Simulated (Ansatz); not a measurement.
# In (diamond type): the cost of one run

Method: DFT PBE, with the methods named in each step, in Ansatz 0.2.0.

This is In in the diamond structure; at room conditions it is tetragonal.

**1. The starting structure**

Symmetry: Fd-3m, No. 227, cubic system. The conventional cell has a = 6.742 Å, b = 6.742 Å, c = 6.742 Å, α = 90.00°, β = 90.00°, γ = 90.00°. Around In (site symmetry -43m) lie 4 In at 2.92 Å.

Structure file:

```
CELL_PARAMETERS angstrom
0.00000 3.37094 3.37094
3.37094 0.00000 3.37094
3.37094 3.37094 0.00000
ATOMIC_POSITIONS crystal
In 0.87500 0.87500 0.87500
In 0.12500 0.12500 0.12500
```

Whether this phase is the stable one at these pressures isn't tested.

Atoms are numbered in the order of the input: In1, In2.

**2. The reference volume, LAPW**

The input, input.yaml:

```yaml
crystal:
  lattice:
    - [0.0, 3.3709363026, 3.3709363026]
    - [3.3709363026, 0.0, 3.3709363026]
    - [3.3709363026, 3.3709363026, 0.0]
  atoms:
    - { symbol: In, position: [-0.125, -0.125, -0.125] }
    - { symbol: In, position: [0.125, 0.125, 0.125] }
kpoints:
  mp_grid: { grid: [11, 11, 11] }
  band_path:
    path:
      - [0.0, 0.0, 0.0]
      - [0.5, 0.0, 0.5]
      - [0.625, 0.25, 0.625]
      - [0.375, 0.375, 0.75]
      - [0.0, 0.0, 0.0]
      - [0.5, 0.5, 0.5]
      - [0.5, 0.25, 0.75]
      - [0.5, 0.0, 0.5]
    npoints: 14
scf:
  occupations: { method: fermi_dirac, width: 0.1 }
hamiltonian:
  xc: pbe
  pseudopotentials: { kind: all_electron, lapw: { basis_error: 0.001 } }
output:
  forces: true
  stress: true
  eigenvalues: true
  populations: true
  dos: { projected: true, de: 0.2, e_range: [-14, 8] }
```

The run is started by

```sh
> ansatz run input.yaml --threads 1 --pin off --max-ram 2048MiB --backend cpu --events-out ev --progress --plain --runs-dir out
```

Q: Estimate wall time and peak memory on 1 thread of Intel Xeon Platinum 8488C (Sapphire Rapids), shared host.

About 23 s, with a peak of 0.44 GiB.
